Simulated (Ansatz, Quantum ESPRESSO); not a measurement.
**One calculation of Pd, 3 ways**

The starting cell:

```
Pd
1.0
     0.00000    1.94650    1.94650
     1.94650    0.00000    1.94650
     1.94650    1.94650    0.00000
Pd
1
Direct
  0.00000 0.00000 0.00000
```

Alike in all runs: task relaxation of cell and atoms; functional revPBE; k mesh 12 × 12 × 12; occupations fermi-dirac, width 0.05 eV; no spin polarisation; no spin-orbit coupling.

| program and potentials | plane-wave cutoff (eV) | notes | equilibrium volume (Å³/atom) |
| --- | --- | --- | --- |
| Ansatz, Ansatz PAW | 420 | potentials made for PBE, which Ansatz adapts in part | 15.62 |
| Ansatz, all-electron LAPW, scalar-relativistic | - | - | 15.61 |
| Quantum ESPRESSO, Ansatz NC SR PBE | 1116 | potentials made for PBE | 15.62 |

The equilibrium volume spans 15.61 (Ansatz, all-electron LAPW, scalar-relativistic) to 15.62 Å³/atom (Ansatz, Ansatz PAW), with all-electron results at 15.61. Some sets were made for another functional than the one run, which can shift their rows. Relaxations stop with a little pressure left, so the last digit of a volume isn't settled.

The functional is the same throughout but for its coding, so the spread measures potentials, basis and numerics; runs on potential files found faulty are left out.
